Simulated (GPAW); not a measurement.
MnS:

```
Mn S
1.0
     0.00000    2.60450    2.60450
     2.60450    0.00000    2.60450
     2.60450    2.60450    0.00000
Mn S
1 1
Cartesian
  0.0000 0.0000 0.0000
  2.6045 2.6045 2.6045
```

```yaml
Program: GPAW 26.7.0
Task: relaxation of cell and atoms
Functional: PBE
Dispersion: D4
Potentials_or_basis: GPAW PAW data sets (gpaw-data 1.2.1)
Cutoff: 600 eV
Basis: pw
k_mesh: 9 × 9 × 9
Occupations: fermi-dirac, width 0.05 eV
Spin: collinear spin, ferromagnetic start
Starting_moments: "[4.0, 0.0] μB"
```

At the start: pressure -6.3 GPa; volume 17.67 Å³/atom.

Problem. How do energy, volume and symmetry change on relaxing?

Solution. Over 6 steps the energy falls by 46.8 meV/atom and the volume is 15.17 Å³/atom (-14.1 %); space group Fm-3m (No. 225, to 0.05 Å); moment 4.06 μB per cell.

The path:
| step | energy change (eV) | largest force (eV/Å) | pressure (GPa) | volume (Å³) |
| --- | --- | --- | --- | --- |
| 1 | 0.0000 | 0.0000 | -6.34 | 35.33 |
| 2 | -0.0192 | 0.0000 | -5.64 | 34.81 |
| 3 | -0.0892 | 0.0000 | -1.14 | 31.30 |
| 4 | -0.0930 | 0.0000 | -0.38 | 30.57 |
| 5 | -0.0937 | 0.0000 | 0.23 | 30.22 |
| 6 | -0.0936 | 0.0000 | -0.02 | 30.35 |

Final structure:
```xyz
2
Lattice="0.0000 2.4758 2.4758 2.4758 0.0000 2.4758 2.4758 2.4758 0.0000" Properties=species:S:1:pos:R:3 pbc="T T T"
Mn    0.0000    0.0000    0.0000
S     2.4758    2.4758    2.4758
```

Caveat: each step starts from the last one's moments, so a moment once lost doesn't come back; later steps reuse the first step's grids; the volume moved by -14 % from the deposited cell, more than functionals usually miss; a cell with one magnetic atom can't hold antiferromagnetic order, which such compounds often take; pairwise dispersion overbinds metals, which lowers pressure and volume.
